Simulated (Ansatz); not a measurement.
A run on Al2Cu that went wrong

Someone meant to compute Al2Cu with r2SCAN, plane waves and PAW in Ansatz and wrote this input.

```yaml
crystal:
  lattice:
    - [4.105182, 0.0, 0.0]
    - [0.0, 4.105182, 0.0]
    - [0.0, 0.0, 2.891313]
  atoms:
    - { symbol: Al, position: [0.5, 0.0, 0.5] }
    - { symbol: Al, position: [0.0, 0.5, 0.5] }
    - { symbol: Cu, position: [0.0, 0.0, 0.0] }
basis:
  ecutwfc: 500
kpoints:
  mp_grid: { grid: [10, 10, 14] }
hamiltonian:
  xc: r2scan
scf:
  occupations: { method: gaussian, width: 0.1 }
  max_iterations: 100
output:
  forces: true
  stress: true
  eigenvalues: true
```

Command:

```bash
ansatz run input.yaml --threads 1 --pin off --max-ram 2560MiB --backend cpu --events-out ev --progress --plain --runs-dir out
```

From the log:

```text
Error: YAML parse error: error: line 18 column 3: unknown field `max_iterations`, expected one of max_iter, algorithm, n_extra_bands, self_checks, convergence, lower_state_search, omitted_lower_state_checks, lower_solution_reach, mixing, occupations, eigensolver, initial_density, exx
  --> <input>:18:3
   |
16 | scf:
17 |   occupations: { method: gaussian, width: 0.1 }
18 |   max_iterations: 100
   |   ^ unknown field `max_iterations`, expected one of max_iter, algorithm, n_extra_bands, self_checks, convergence, lower_state_search, omitted_lower_state_checks, lower_solution_reach, mixing, occupations, eigensolver, initial_density, exx
19 | output:
20 |   forces: true
   |
```

**Question.** What is the cause?
A. Two atoms' positions swapped
B. A key that the program doesn't know
C. One k-point for a metal
D. A Hubbard U on a shell that the atom lacks
E. A Hubbard U on a species that isn't in the cell

**Answer.** B. The parser takes only the keys that it knows. The cure is the key removed, its setting being given under the right name.

Mended input, as a difference (which also takes the iteration limit of the reference run):

```diff
 scf:
-  max_iterations: 100
```

The mended run converges, with a pressure of -2.16 GPa, no gap.

The mended run took 13 s on 1 thread of Intel(R) Xeon(R) Platinum 8375C CPU @ 2.90GHz (Ice Lake), on a shared host, peak memory 0.57 GiB.